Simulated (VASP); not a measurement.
# In (I4/mmm) in VASP: single point with HSE06

Aim: the single point of In with HSE06.

Program: VASP 6.6.1. These are calculated values, not measurements. Logs are shortened: lines on timing, memory, paths and dates and some standing lists are left out, and cuts for length are marked.

**1. The structure**

It takes space group I4/mmm (No. 139, tetragonal). Conventional cell: a = 3.313 Å, b = 3.313 Å, c = 4.665 Å, α = 90.00°, β = 90.00°, γ = 90.00°. Around In (site symmetry 4/mmm) lie 12 In at 3.31 Å.

**2. Single point, HSE06**

The input, POSCAR:

```
In
1.0
   -1.6567500000      1.6567500000      2.3325100000
    1.6567500000     -1.6567500000      2.3325100000
    1.6567500000      1.6567500000     -2.3325100000
In
1
Direct
    0.0000000000      0.0000000000      1.0000000000
```

The input, INCAR.step1:

```
  ALGO = Normal
  EDIFF = 1E-5
  ENCUT = 520
  GGA = PE
  ISIF = 2
  ISMEAR = 0
  LASPH = True
  LCHARG = False
  LREAL = False
  LWAVE = True
  NBANDS = 12
  NELM = 60
  PREC = Accurate
  SIGMA = 0.1
```

The input, INCAR.step2:

```
  ALGO = Normal
  EDIFF = 1E-7
  ENCUT = 520
  GGA = PE
  HFSCREEN = 0.2
  ISIF = 2
  ISMEAR = 0
  ISTART = 1
  LASPH = True
  LCHARG = False
  LHFCALC = True
  LREAL = False
  LWAVE = False
  NBANDS = 12
  NELM = 60
  PREC = Accurate
  PRECFOCK = Fast
  SIGMA = 0.1
```

The input, KPOINTS:

```
k-points
0
Gamma
  8 8 8
```

Potentials or basis: VASP PAW PBE potentials, release 64 (In_d).

Command:

```sh
$ cat potpaw_PBE.64/In_d/POTCAR > POTCAR
$ cp INCAR.step1 INCAR
$ mpirun -np 1 vasp_std > vasp.out
$ cp INCAR.step2 INCAR
$ mpirun -np 1 vasp_std > vasp.out
```

OUTCAR:

```text
EDIFF = 1E-7
   ENCUT = 520
   GGA = PE
   HFSCREEN = 0.2
   ISIF = 2
   ISMEAR = 0
   ISTART = 1
   LASPH = True
   LHFCALC = True
   LREAL = False
   NELM = 60
   PREC = Accurate
   PRECFOCK = Fast

 ion  position               nearest neighbor table
   1  0.000  0.000  0.000-

  LATTYP: Found a body centered tetragonal cell.
 ALAT       =     3.3135000000
 C/A-ratio  =     1.4078829033

  Lattice vectors:

 A1 = (  -1.6567500000,   1.6567500000,   2.3325100000)
 A2 = (   1.6567500000,  -1.6567500000,   2.3325100000)
 A3 = (   1.6567500000,   1.6567500000,  -2.3325100000)

Analysis of symmetry for initial positions (statically):
=====================================================================
 Subroutine PRICEL returns:
 Original cell was already a primitive cell.

 Routine SETGRP: Setting up the symmetry group for a
 body centered tetragonal supercell.

 Subroutine GETGRP returns: Found 16 space group operations
 (whereof 16 operations were pure point group operations)
 out of a pool of 16 trial point group operations.

The static configuration has the point symmetry D_4h.

Analysis of symmetry for dynamics (positions and initial velocities):
=====================================================================
 Subroutine PRICEL returns:
 Original cell was already a primitive cell.

 Routine SETGRP: Setting up the symmetry group for a
 body centered tetragonal supercell.

 Subroutine GETGRP returns: Found 16 space group operations
 (whereof 16 operations were pure point group operations)
 out of a pool of 16 trial point group operations.

The dynamic configuration has the point symmetry D_4h.

 Subroutine INISYM returns: Found 16 space group operations
 (whereof 16 operations are pure point group operations),
 and found     1 'primitive' translations

----------------------------------------------------------------------------------------

                                     Primitive cell

  volume of cell :      25.6093

  direct lattice vectors                    reciprocal lattice vectors
    -1.656750000  1.656750000  2.332510000     0.000000000  0.301795684  0.214361353
     1.656750000 -1.656750000  2.332510000     0.301795684  0.000000000  0.214361353
     1.656750000  1.656750000 -2.332510000     0.301795684  0.301795684  0.000000000

  length of vectors
     3.306091957  3.306091957  3.306091957     0.370177559  0.370177559  0.426803550

  position of ions in fractional coordinates (direct lattice)
     0.000000000  0.000000000  0.000000000

  ion indices of the primitive-cell ions
   primitive index   ion index
                 1           1

----------------------------------------------------------------------------------------

 KPOINTS: k-points

Automatic generation of k-mesh.
 Grid dimensions read from file:
 generate k-points for:    8    8    8

 Generating k-lattice:

  Cartesian coordinates                     Fractional coordinates (reciprocal lattice)
     0.000000000  0.037724461  0.026795169     0.125000000  0.000000000  0.000000000
     0.037724461  0.000000000  0.026795169     0.000000000  0.125000000  0.000000000
     0.037724461  0.037724461  0.000000000     0.000000000  0.000000000  0.125000000

  Length of vectors
     0.046272195  0.046272195  0.053350444

  Shift w.r.t. Gamma in fractional coordinates (k-lattice)
     0.000000000  0.000000000  0.000000000

 Subroutine IBZKPT returns following result:
 ===========================================

 Found     59 irreducible k-points:

 Following reciprocal coordinates:
            Coordinates               Weight
  0.000000  0.000000  0.000000      1.000000
  0.125000  0.000000 -0.000000      8.000000
  0.250000  0.000000 -0.000000      8.000000
  0.375000  0.000000 -0.000000      8.000000
  0.500000  0.000000 -0.000000      4.000000
  0.125000  0.125000 -0.000000      8.000000
[... 16 lines left out ...]
  0.250000  0.125000  0.125000     16.000000
  0.375000  0.125000  0.125000      8.000000
 [... further k-points ...]
   k-points           NKPTS =     59   k-points in BZ     NKDIM =    512   number of bands    NBANDS=     12
   number of dos      NEDOS =    301   number of ions     NIONS =      1
   total plane-waves  NPLWV =  21952
   dimension x,y,z NGX =    28 NGY =   28 NGZ =   28
   dimension x,y,z NGXF=    56 NGYF=   56 NGZF=   56
   ions per type =               1
   NGX,Y,Z   is equivalent  to a cutoff of  14.08, 14.08, 14.08 a.u.
   NGXF,Y,Z  is equivalent  to a cutoff of  28.16, 28.16, 28.16 a.u.
 SYSTEM =  unknown system
   PREC   = accura    normal or accurate (medium, high low for compatibility)
   ISTART =      1    job   : 0-new  1-cont  2-samecut
   ICHARG =      0    charge: 1-file 2-atom 10-const
   ISPIN  =      1    spin polarized calculation?
   LNONCOLLINEAR =      F non collinear calculations
   LSORBIT =      F    spin-orbit coupling
   LASPH  =      T    aspherical Exc in radial PAW
   ENCUT  =  520.0 eV  38.22 Ry    6.18 a.u.   6.15  6.15  6.15*2*pi/ulx,y,z
   NELM   =     60;   NELMIN=  2; NELMDL=  0     # of ELM steps
   EDIFF  = 0.1E-06   stopping-criterion for ELM
   LREAL  =      F    real-space projection
   EDIFFG = 0.1E-05   stopping-criterion for IOM
   NSW    =      0    number of steps for IOM
   IBRION =     -1    ionic relax: 0-MD 1-quasi-New 2-CG
   NFREE  =      0    steps in history (QN), initial steepest desc. (CG)
   ISIF   =      2    stress and relaxation
   ISYM   =      3    0-nonsym 1-usesym 2-fastsym
   POTIM  = 0.5000    time-step for ionic-motion
   TEBEG  =    0.0;   TEEND  =   0.0 temperature during run
   PSTRESS=    0.0 pullay stress
   NELECT =      13.0000    total number of electrons
   NUPDOWN=      -1.0000    fix difference up-down
   EMIN   =  10.00;   EMAX   =-10.00  energy-range for DOS
   EFERMI =   0.00;   METHOD = LEGACY
   ISMEAR =     0;   SIGMA  =   0.10  broadening in eV -4-tet -1-fermi 0-gaus
   EFERMI_NEDOS =   21; number of points for ismear=-14 and -15
   IALGO  =     38    algorithm
   IMIX   =      1    mixing-type and parameters
     AMIX     =   0.40;   BMIX     =  1.00
     AMIX_MAG =   1.60;   BMIX_MAG =  1.00
  volume/ion in A,a.u.               =      25.61       172.82
  Fermi-wavevector in a.u.,A,eV,Ry     =   1.305941  2.467870 23.204480  1.705481
  Thomas-Fermi vector in A             =   2.436776
   LORBIT       =      0    0 simple, 1 ext, 2 COOP (PROOUT), +10 PAW based schemes
   GGA     = PE    functional components
   LHFCALC =     T    Hartree Fock is set to
   PRECFOCK=fast      Normal, Fast or Accurate (Low or Medium for compatibility)
   ENCUT4O =  -1.0   cutoff for four orbital integrals eV
   NKREDX  =     1    reduce k-point grid by
   NKREDY  =     1    reduce k-point grid by
   NKREDZ  =     1    reduce k-point grid by
   AEXX    =    0.2500 exact exchange contribution
   HFSCREEN=    0.2000 screening length (either q_TF or 0.3 A-1)
   HFSCREENC=   0.2000 screening length for correlation (either q_TF or 0.3 A-1)
   ENCUTFOCK=  -1.0 apply spherical cutoff to Coloumb kernel
   IVDW    =     0    specifies the selected vdW correction
   LEPSILON=     F    determine dielectric tensor
   LRPA    =     F    only Hartree local field effects (RPA)
 non-spin polarized calculation
 Gauss-broadening in eV      SIGMA  =   0.10
  energy-cutoff  :      520.00
  volume of cell :       25.61
 maximum number of plane-waves:       701
 NGX is ok and might be reduce to    28
  NGX = 16; NGY = 16; NGZ = 16

 number of electron      13.0000002 magnetization

 Free energy of the ion-electron system (eV)
  ---------------------------------------------------
  ext. energy  EPLUGINS =         0.00000000
  ---------------------------------------------------
  free energy    TOTEN  =        -2.87789040 eV

  energy without entropy =       -2.87715210  energy(sigma->0) =       -2.87752125

 E-fermi :   7.8972     XC(G=0):  -8.5512

 val. band max:        7.7237204318   @ k =  -0.3750   0.5000   0.3750
 cond. band min:       8.0235151779   @ k =  -0.2500  -0.3750   0.1250
 fundamental gap:      0.2997947461
 Fermi energy:         7.8971934265

 k-point     1 :       0.0000    0.0000    0.0000
  band No.  band energies     occupation
      1      -8.9958      2.00000
      2      -8.9958      2.00000
      3      -8.9891      2.00000
      4      -8.8092      2.00000
      5      -8.8028      2.00000
      6      -3.2574      2.00000
      7      19.4688      0.00000
      8      19.4817      0.00000
      9      19.4817      0.00000
     10      20.0612      0.00000
     11      22.7245      0.00000
     12      22.7292      0.00000

 k-point     2 :       0.1250    0.0000   -0.0000
  band No.  band energies     occupation
      1      -8.9996      2.00000
      2      -8.9700      2.00000
      3      -8.9655      2.00000
      4      -8.8095      2.00000
      5      -8.8041      2.00000
      6      -2.8645      2.00000
      7      15.9291      0.00000
      8      18.8751      0.00000
      9      18.8881      0.00000
     10      19.8880      0.00000
     11      23.7855      0.00000
     12      23.7978      0.00000

 k-point     3 :       0.2500    0.0000   -0.0000
  band No.  band energies     occupation
      1      -9.0223      2.00000
      2      -8.9506      2.00000
      3      -8.9452      2.00000
      4      -8.7659      2.00000
      5      -8.7644      2.00000
      6      -1.6615      2.00000
      7      11.3061      0.00000
      8      17.9745      0.00000
      9      18.0212      0.00000
     10      19.7060      0.00000
     11      22.8700      0.00000
     12      22.8985      0.00000
[... 286 lines left out ...]
 k-point    23 :       0.2500    0.1250    0.1250
  band No.  band energies     occupation
      1      -9.0317      2.00000
      2      -8.9807      2.00000
      3      -8.8611      2.00000
      4      -8.7615      2.00000
      5      -8.6724      2.00000
      6       1.4448      2.00000
      7       8.0408      0.04230
      8      11.9250      0.00000
      9      14.2039      0.00000
     10      19.6131      0.00000
     11      22.1455      0.00000
     12      23.9486      0.00000

 k-point    24 :       0.3750    0.1250    0.1250
  band No.  band energies     occupation
      1      -9.0132      2.00000
      2      -8.9998      2.00000
      3      -8.8427      2.00000
      4      -8.7736      2.00000
      5      -8.6504      2.00000
      6       3.7952      2.00000
      7       4.9662      2.00000
      8      12.0754      0.00000
      9      13.3128      0.00000
     10      19.4997      0.00000
     11      22.0114      0.00000
     12      27.0905      0.00000

 [... further k-points ...]

------------------------ aborting loop because EDIFF is reached ----------------------------------------

  FORCE on cell =-STRESS in cart. coord.  units (eV):
  Direction    XX          YY          ZZ          XY          YZ          ZX
  --------------------------------------------------------------------------------------
  -------------------------------------------------------------------------------------
  Total        0.3041701      0.3041701      0.3578094      0.0000000      0.0000000      0.0000000
  in kB       19.0295987     19.0295987     22.3854009      0.0000000      0.0000000      0.0000000
  external PRESSURE =      20.1481994 kB  Pullay stress =       0.0000000 kB

 VOLUME and BASIS-vectors are now :
 -----------------------------------------------------------------------------
  energy-cutoff  :      520.00
  volume of cell :       25.61
      direct lattice vectors                 reciprocal lattice vectors
    -1.656750000  1.656750000  2.332510000     0.000000000  0.301795684  0.214361353
     1.656750000 -1.656750000  2.332510000     0.301795684  0.000000000  0.214361353
     1.656750000  1.656750000 -2.332510000     0.301795684  0.301795684  0.000000000

 POSITION                                       TOTAL-FORCE (eV/Angst)
 -----------------------------------------------------------------------------------
      0.00000      0.00000      0.00000         0.000000      0.000000      0.000000
 -----------------------------------------------------------------------------------
    total drift:                                0.000000      0.000001      0.000009

  FREE ENERGIE OF THE ION-ELECTRON SYSTEM (eV)
  ---------------------------------------------------
  free  energy   TOTEN  =        -2.8778903999 eV

  energy  without entropy=       -2.8771520951  energy(sigma->0) =       -2.87752125
```

Wall time 67 min (1 thread of Intel Xeon Platinum 8488C (Sapphire Rapids), shared host); peak memory 0.29 GiB.

What came out:

| Item | Value |
| --- | --- |
| Free energy | -2.8779 eV |
| Pressure | 2.0 GPa |
| Band gap on the k mesh | none (metal or under the smearing width) |

Stress tensor (GPa, compression positive):
```
1.90 0.00 0.00
0.00 1.90 0.00
0.00 0.00 2.24
```

Caveat: the PAW data sets were made with another functional, which shifts forces and pressure a little.
